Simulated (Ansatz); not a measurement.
The cell of WSe2 is invented: random cell by space group and Wyckoff sites (P6mm, No. 183). Its size is a rough estimate.

```cif
data_structure
_symmetry_space_group_name_H-M 'P6mm'
_symmetry_Int_Tables_number 183
_cell_length_a 4.4357
_cell_length_b 4.4357
_cell_length_c 9.0034
_cell_angle_alpha 90.000
_cell_angle_beta 90.000
_cell_angle_gamma 120.000
_cell_volume 153.42
loop_
_atom_site_label
_atom_site_type_symbol
_atom_site_symmetry_multiplicity
_atom_site_Wyckoff_symbol
_atom_site_fract_x
_atom_site_fract_y
_atom_site_fract_z
_atom_site_occupancy
W1 W 2 b 0.33333 0.66667 0.90710 1
Se1 Se 1 a 0.00000 0.00000 0.88771 1
Se2 Se 3 c 0.50000 0.00000 0.24286 1
```

These are results of DFT PBE, scalar-relativistic, plane waves, PAW in Ansatz, not measurements. Cutoff 420 eV, Gaussian smearing, Γ-centred meshes. Cell and atoms relax first on a coarse mesh and then on a finer one. In between, the cell is made exact in the group found at 0.06 Å. In metals the finer mesh still leaves noise of several meV/atom or more. The steps can't lower the symmetry of their start. No spin polarisation.

A guess keeps its type if space group and coordination stay and the shape of the cell changes little (axis ratios within about 15 %, angles within 6°); the volume may change.

Task: Does it keep its structure type, or change into something else?

Result: It doesn't keep its type. The symmetry stays P6mm (No. 183). The volume per atom shrinks by 10.7 %, from 25.6 to 22.8 Å³. The shortest distance goes from 2.22 Å (Se–Se) to 2.56 Å (W–Se). The ratio c/a of the conventional cell changes by a factor of 0.55. Counting neighbours within 15 % of an atom's shortest distance, the start has Se 4/6, W 6 and the end Se 6, W 3. In detail, at the end W is surrounded by 3 Se at 2.56 Å, 3 W at 3.00 Å and 3 Se at 3.10 Å; Se on a site of symmetry 6mm is surrounded by 6 W at 3.10 Å; Se on a site of symmetry 2mm is surrounded by 2 W at 2.56 Å and 4 Se at 2.60 Å.

```yaml
crystal:
  lattice:
    - [5.20032, 0.00000, 0.00000]
    - [-2.60016, 4.50361, 0.00000]
    - [0.00000, 0.00000, 5.85166]
  atoms:
    - { symbol: W, position: [0.33333, 0.66667, 0.91759] }
    - { symbol: W, position: [0.66667, 0.33333, 0.91759] }
    - { symbol: Se, position: [0.00000, 0.00000, 0.78234] }
    - { symbol: Se, position: [0.50000, 0.00000, 0.27099] }
    - { symbol: Se, position: [0.00000, 0.50000, 0.27099] }
    - { symbol: Se, position: [0.50000, 0.50000, 0.27099] }
```

Energies over the elements count from the elements' standard structures at the same level, with no fitted energy shifts.

Task: At what energy does it end?

Result: +0.85 eV/atom. It can't be a ground state, since the elements alone are lower.

The last run used a 12×12×6 mesh (in the run's order of axes) for its 6-atom cell and Gaussian smearing of 0.10 eV. Weakly bound directions are ill-defined at this level, which has no dispersion term. These runs have no spin–orbit coupling, which can matter for W. The reference form of Se is held partly by dispersion forces, which this level lacks. A structure relaxed within its symmetry needn't be a true minimum. Another cell of WSe2 relaxed alike, in P6_3/mmc (a cell as deposited in COD), lies 1.41 eV/atom lower, so this cell isn't the stable form at this level.

In counts of neighbours, a slash parts the counts of unlike sites.
